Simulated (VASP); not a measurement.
# Al in VASP: a series of runs, part 2 of 2

VASP 6.6.1. The steps go on from the part before.

### Step 4. Single point, PBEsol

INCAR

```
ALGO = Normal
DIPOL = 0.5 0.5 0.500
EDIFF = 1E-6
ENCUT = 520
GGA = PS
ICORELEVEL = 1
IDIPOL = 3
ISIF = 2
ISMEAR = 1
KPAR = 4
LASPH = T
LCHARG = F
LDIPOL = T
LREAL = F
LVACPOTAV = T
LVHAR = T
LWAVE = F
NBANDS = 20
NELM = 80
PREC = Accurate
SIGMA = 0.1
```

KPOINTS

```
k-points
0
Gamma
  14 14 1
```

POSCAR

```
Al                                      
1.0
    2.8394891000      0.0000000000      0.0000000000
    0.0000000000      2.8394891000      0.0000000000
    0.0000000000      0.0000000000     27.0469320000
  Al            
     7
Direct
     0.5000000000000000    0.5000000000000000    0.2769089382035109
     0.0000000000000000    0.0000000000000000    0.3517483112569900
     0.5000000000000000    0.5000000000000000    0.4265727523326446
     0.0000000000000000    0.0000000000000000    0.5000000000000000
     0.5000000000000000    0.5000000000000000    0.5734272476673553
     0.0000000000000000    0.0000000000000000    0.6482516887430100
     0.5000000000000000    0.5000000000000000    0.7230910617964892
```

Potentials or basis: VASP PAW PBE potentials, release 64 (Al).

Launch:

```
cat potpaw_PBE.64/Al/POTCAR > POTCAR
mpirun -np 4 vasp_std > vasp.out
```

OUTCAR:

```text
EDIFF = 1E-6
   ENCUT = 520
   GGA = PS
   ISIF = 2
   ISMEAR = 1
   LASPH = T
   LREAL = F
   NELM = 80
   PREC = Accurate

 ion  position               nearest neighbor table
   1  0.500  0.500  0.277-   2 2.85   2 2.85   2 2.85   2 2.85
   2  0.000  0.000  0.352-   3 2.85   3 2.85   3 2.85   3 2.85   1 2.85   1 2.85   1 2.85   1 2.85

   3  0.500  0.500  0.427-   4 2.82   4 2.82   4 2.82   4 2.82   2 2.85   2 2.85   2 2.85   2 2.85

   4  0.000  0.000  0.500-   3 2.82   5 2.82   3 2.82   5 2.82   3 2.82   5 2.82   3 2.82   5 2.82

   5  0.500  0.500  0.573-   4 2.82   4 2.82   4 2.82   4 2.82   6 2.85   6 2.85   6 2.85   6 2.85

   6  0.000  0.000  0.648-   5 2.85   5 2.85   5 2.85   5 2.85   7 2.85   7 2.85   7 2.85   7 2.85

   7  0.500  0.500  0.723-   6 2.85   6 2.85   6 2.85   6 2.85

  LATTYP: Found a simple tetragonal cell.
 ALAT       =     2.8394891000
 C/A-ratio  =     9.5252811500

  Lattice vectors:

 A1 = (   2.8394891000,   0.0000000000,   0.0000000000)
 A2 = (   0.0000000000,   2.8394891000,   0.0000000000)
 A3 = (   0.0000000000,   0.0000000000,  27.0469320000)

Analysis of symmetry for initial positions (statically):
=====================================================================
 Subroutine PRICEL returns:
 Original cell was already a primitive cell.

 Routine SETGRP: Setting up the symmetry group for a
 simple tetragonal supercell.

 Subroutine GETGRP returns: Found 16 space group operations
 (whereof 16 operations were pure point group operations)
 out of a pool of 16 trial point group operations.

The static configuration has the point symmetry D_4h.

Analysis of symmetry for dynamics (positions and initial velocities):
=====================================================================
 Subroutine PRICEL returns:
 Original cell was already a primitive cell.

 Routine SETGRP: Setting up the symmetry group for a
 simple tetragonal supercell.

 Subroutine GETGRP returns: Found 16 space group operations
 (whereof 16 operations were pure point group operations)
 out of a pool of 16 trial point group operations.

The dynamic configuration has the point symmetry D_4h.

 Subroutine INISYM returns: Found 16 space group operations
 (whereof 16 operations are pure point group operations),
 and found     1 'primitive' translations

----------------------------------------------------------------------------------------

                                     Primitive cell

  volume of cell :     218.0713

  direct lattice vectors                    reciprocal lattice vectors
     2.839489100  0.000000000  0.000000000     0.352176031  0.000000000  0.000000000
     0.000000000  2.839489100  0.000000000     0.000000000  0.352176031  0.000000000
     0.000000000  0.000000000 27.046932000     0.000000000  0.000000000  0.036972770

  length of vectors
     2.839489100  2.839489100 27.046932000     0.352176031  0.352176031  0.036972770

  position of ions in fractional coordinates (direct lattice)
     0.500000000  0.500000000  0.276908938
     0.000000000  0.000000000  0.351748311
     0.500000000  0.500000000  0.426572752
     0.000000000  0.000000000  0.500000000
[... 74 lines left out ...]
   NGXF,Y,Z  is equivalent  to a cutoff of  28.10, 28.10, 25.82 a.u.
 SYSTEM =  unknown system
   PREC   = accura    normal or accurate (medium, high low for compatibility)
   ISTART =      0    job   : 0-new  1-cont  2-samecut
   ICHARG =      2    charge: 1-file 2-atom 10-const
   ISPIN  =      1    spin polarized calculation?
   LNONCOLLINEAR =      F non collinear calculations
   LSORBIT =      F    spin-orbit coupling
   LASPH  =      T    aspherical Exc in radial PAW
   ENCUT  =  520.0 eV  38.22 Ry    6.18 a.u.   5.28  5.28 50.29*2*pi/ulx,y,z
   NELM   =     80;   NELMIN=  2; NELMDL= -5     # of ELM steps
   EDIFF  = 0.1E-05   stopping-criterion for ELM
   LREAL  =      F    real-space projection
   EDIFFG = 0.1E-04   stopping-criterion for IOM
   NSW    =      0    number of steps for IOM
   IBRION =     -1    ionic relax: 0-MD 1-quasi-New 2-CG
   NFREE  =      0    steps in history (QN), initial steepest desc. (CG)
   ISIF   =      2    stress and relaxation
   ISYM   =      2    0-nonsym 1-usesym 2-fastsym
   POTIM  = 0.5000    time-step for ionic-motion
   TEBEG  =    0.0;   TEEND  =   0.0 temperature during run
   PSTRESS=    0.0 pullay stress
   NELECT =      21.0000    total number of electrons
   NUPDOWN=      -1.0000    fix difference up-down
   EMIN   =  10.00;   EMAX   =-10.00  energy-range for DOS
   EFERMI =   0.00;   METHOD = LEGACY
   ISMEAR =     1;   SIGMA  =   0.10  broadening in eV -4-tet -1-fermi 0-gaus
   EFERMI_NEDOS =   21; number of points for ismear=-14 and -15
   IALGO  =     38    algorithm
   IMIX   =      4    mixing-type and parameters
     AMIX     =   0.40;   BMIX     =  1.00
     AMIX_MAG =   1.60;   BMIX_MAG =  1.00
  volume/ion in A,a.u.               =      31.15       210.23
  Fermi-wavevector in a.u.,A,eV,Ry     =   0.750381  1.418014  7.661053  0.563072
  Thomas-Fermi vector in A             =   1.847119
   LORBIT       =      0    0 simple, 1 ext, 2 COOP (PROOUT), +10 PAW based schemes
   GGA     = PS    functional components
   LHFCALC =     F    Hartree Fock is set to
   AEXX    =    0.0000 exact exchange contribution
   IVDW    =     0    specifies the selected vdW correction
   LEPSILON=     F    determine dielectric tensor
   LRPA    =     F    only Hartree local field effects (RPA)
 non-spin polarized calculation
 Methfessel and Paxton  Order N= 1 SIGMA  =   0.10
  energy-cutoff  :      520.00
  volume of cell :      218.07
 maximum number of plane-waves:      5925
 NGX is ok and might be reduce to    24
   NGX = 11   NGY = 11   NGZ =101

 dipolmoment           0.000000      0.000000      0.000000 electrons x Angstroem

 number of electron      21.0000000 magnetization

 dipolmoment           0.000000      0.000000     -0.000000 electrons x Angstroem

 Free energy of the ion-electron system (eV)
  ---------------------------------------------------
  ext. energy  EPLUGINS =         0.00000000
  ---------------------------------------------------
  free energy    TOTEN  =       -27.52377417 eV

  energy without entropy =      -27.52311734  energy(sigma->0) =      -27.52355523

 the core state eigenenergies are
   1-  1s  -1504.0346  2s   -101.2176  2p    -62.6815
   2-  1s  -1503.9269  2s   -101.1692  2p    -62.6283
   3-  1s  -1503.8663  2s   -101.1252  2p    -62.5835
   4-  1s  -1503.8203  2s   -101.0911  2p    -62.5488
   5-  1s  -1503.8663  2s   -101.1252  2p    -62.5835
   6-  1s  -1503.9269  2s   -101.1692  2p    -62.6283
   7-  1s  -1504.0346  2s   -101.2176  2p    -62.6815

 E-fermi :   2.1938     XC(G=0):  -6.0879

 val. band max:        2.1863266931   @ k =   0.2857   0.2857   0.0000
 cond. band min:       2.1943475481   @ k =   0.4286   0.1429   0.0000
 fundamental gap:      0.0080208550
 Fermi energy:         2.1938262358

 k-point     1 :       0.0000    0.0000    0.0000
  band No.  band energies     occupation
      1      -8.8847      2.00000
      2      -8.3367      2.00000
      3      -7.5305      2.00000
      4      -6.4006      2.00000
      5      -4.9902      2.00000
      6      -3.3448      2.00000
[... 541 lines left out ...]
     19       6.5659      0.00000
     20       6.7283      0.00000

 [... further k-points ...]

------------------------ aborting loop because EDIFF is reached ----------------------------------------

  FORCE on cell =-STRESS in cart. coord.  units (eV):
  Direction    XX          YY          ZZ          XY          YZ          ZX
  --------------------------------------------------------------------------------------
  -------------------------------------------------------------------------------------
  Total       -1.5419355     -1.5419355     -0.1259352      0.0000000      0.0000000      0.0000000
  in kB      -11.3286556    -11.3286556     -0.9252504      0.0000000      0.0000000      0.0000000
  external PRESSURE =      -7.8608539 kB  Pullay stress =       0.0000000 kB

 VOLUME and BASIS-vectors are now :
 -----------------------------------------------------------------------------
  energy-cutoff  :      520.00
  volume of cell :      218.07
      direct lattice vectors                 reciprocal lattice vectors
     2.839489100  0.000000000  0.000000000     0.352176031  0.000000000  0.000000000
     0.000000000  2.839489100  0.000000000     0.000000000  0.352176031  0.000000000
     0.000000000  0.000000000 27.046932000     0.000000000  0.000000000  0.036972770

 POSITION                                       TOTAL-FORCE (eV/Angst)
 -----------------------------------------------------------------------------------
      1.41974      1.41974      7.48954        -0.000000      0.000000      0.000123
      0.00000      0.00000      9.51371        -0.000000     -0.000000      0.016557
      1.41974      1.41974     11.53748        -0.000000     -0.000000     -0.002567
      0.00000      0.00000     13.52347        -0.000000      0.000000      0.000000
      1.41974      1.41974     15.50945         0.000000     -0.000000      0.002567
      0.00000      0.00000     17.53322         0.000000      0.000000     -0.016557
      1.41974      1.41974     19.55739        -0.000000      0.000000     -0.000123
 -----------------------------------------------------------------------------------
    total drift:                                0.000000      0.000000      0.000000

  FREE ENERGIE OF THE ION-ELECTRON SYSTEM (eV)
  ---------------------------------------------------
  free  energy   TOTEN  =       -27.5237741724 eV

  energy  without entropy=      -27.5231173377  energy(sigma->0) =      -27.52355523

 vacuum level on the upper side and lower side of the slab         6.527         6.527
```

Run time: 63 s. Hardware: 4 MPI ranks of Intel Xeon Platinum 8488C (Sapphire Rapids), shared host; peak memory 0.38 GiB.

What came out:

```yaml
Free_energy: -27.5238 eV
Largest_force: 0.017 eV/Å
Band_gap_on_the_k_mesh: none (metal or under the smearing width)
Work_function_of_the_upper_face: 4.33 eV
Work_function_of_the_lower_face: 4.33 eV
```

Forces on the atoms (eV/Å):
```
Al   0.000  0.000  0.000
Al   0.000  0.000  0.017
Al   0.000  0.000 -0.003
Al   0.000  0.000  0.000
Al   0.000  0.000  0.003
Al   0.000  0.000 -0.017
Al   0.000  0.000  0.000
```

Levels at points of the mesh, in eV from the Fermi level:
```csv
k point,band 8,band 9,band 10,band 11,band 12,band 13,band 14,band 15
"(0.00, 0.00, 0.00)",-2.29,0.32,2.23,3.61,4.53,4.70,5.43,5.83
"(0.50, 0.00, 0.00)",-4.09,-2.86,-2.69,-1.31,-1.02,0.50,1.14,1.67
"(0.50, 0.50, 0.00)",-1.42,-0.97,-0.85,-0.50,-0.50,-0.35,0.17,0.77
```

Core levels (eV, on the scale of the bands):
| atom | levels |
| --- | --- |
| 1 Al | 1s -1504.0, 2s -101.2, 2p -62.7 |
| 2 Al | 1s -1503.9, 2s -101.2, 2p -62.6 |
| 3 Al | 1s -1503.9, 2s -101.1, 2p -62.6 |
| 4 Al | 1s -1503.8, 2s -101.1, 2p -62.5 |
| 5 Al | 1s -1503.9, 2s -101.1, 2p -62.6 |
| 6 Al | 1s -1503.9, 2s -101.2, 2p -62.6 |

Caveat: the PAW data sets were made with another functional, which shifts forces and pressure a little.
